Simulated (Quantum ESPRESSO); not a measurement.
Runs of Quantum ESPRESSO 7.5 on W. The structure is orthorhombic, space group Pbcm (No. 57). The conventional cell has a = 2.810 Å, b = 4.864 Å, c = 4.924 Å, α = 90.00°, β = 90.00°, γ = 90.00°. Around W (site symmetry m) lie 12 W at 2.70 to 3.06 Å. This isn't the form of W at room conditions, which is bcc.

```csv
task,level,potentials or basis,cell,k mesh,form of the LDA correlation,gap on the mesh (eV),pressure (GPa),V0 of scaled cells (Å³/atom),B0 (GPa),largest force (eV/Å)
band structure,PBEsol,GBRV 1.5 PBEsol,as given,9 × 6 × 6,-,none,-10.5,-,-,0.07
equation of state,PBEsol,GBRV 1.5 PBEsol,as given,9 × 6 × 6,-,-,-,(a),300,-
single point,PBEsol,GBRV 1.5 PBEsol,"atoms moved at random, drawn with an rms of 0.05 Å",9 × 6 × 6,-,none,-9.7,-,-,0.76
single point,PBEsol,GBRV 1.5 PBEsol,as given,9 × 6 × 6,-,none,-10.5,-,-,0.07
equation of state,LDA,GBRV 1.5 LDA,as given,8 × 5 × 5,PZ81,-,-,15.90,310,-
```

Alike in all rows: no spin polarisation; cutoff (eV) 762; smearing fermi-dirac 0.05 eV.

Q: Fill in the values left out.

A: (a) 16.20.

Caveats: the cell was scaled at fixed shape and fractional positions, which overstates the stiffness of a crystal with free parameters, most of all of layers and chains (some runs); spin-orbit coupling is left out, which moves the levels of the heavy elements (some runs).

A k mesh can miss the band edges, and the runs leave out spin-orbit coupling on W.

A gap of «none» marks a metal or a gap under the smearing width.
